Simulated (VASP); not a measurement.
The system is BaH2.

```
CELL_PARAMETERS angstrom
4.46203 0.00000 0.00000
-2.23101 3.86423 0.00000
0.00000 0.00000 6.05529
ATOMIC_POSITIONS crystal
Ba 0.33333 0.66667 0.25000
Ba 0.66667 0.33333 0.75000
H 0.00000 0.00000 0.00000
H 0.00000 0.00000 0.50000
H 0.66667 0.33333 0.25000
H 0.33333 0.66667 0.75000
```

The cell comes from a database or a generator and needn't be the stable form of this composition.

Base run:

* Program: VASP 6.6.1
* Functional: r2SCAN
* Potentials or basis: VASP PAW PBE potentials, release 64 (Ba_sv, H)
* Cutoff: 520 eV
* k mesh: 8 × 8 × 6
* Occupations: gaussian, width 0.02 eV
* Spin: no spin polarisation

Its results: band gap on the k mesh 2.23 eV, indirect (least direct gap 3.21 eV); pressure -0.1 GPa.

**Question.** The run is repeated on the same cell with these changes: functional from r2SCAN to LDA; potentials or basis from VASP PAW PBE potentials, release 64 (Ba_sv, H) to VASP PAW LDA potentials, release 64 (Ba_sv, H). What comes out?

**Answer.** Band gap on the k mesh 1.42 eV, indirect (least direct gap 2.44 eV); pressure -2.9 GPa.

Caveats: spin-orbit coupling is left out, which moves the levels of the heavy elements; the mesh misses the band edges, which the band path finds closer together; the PAW data sets were made with another functional, which shifts forces and pressure a little (some runs).
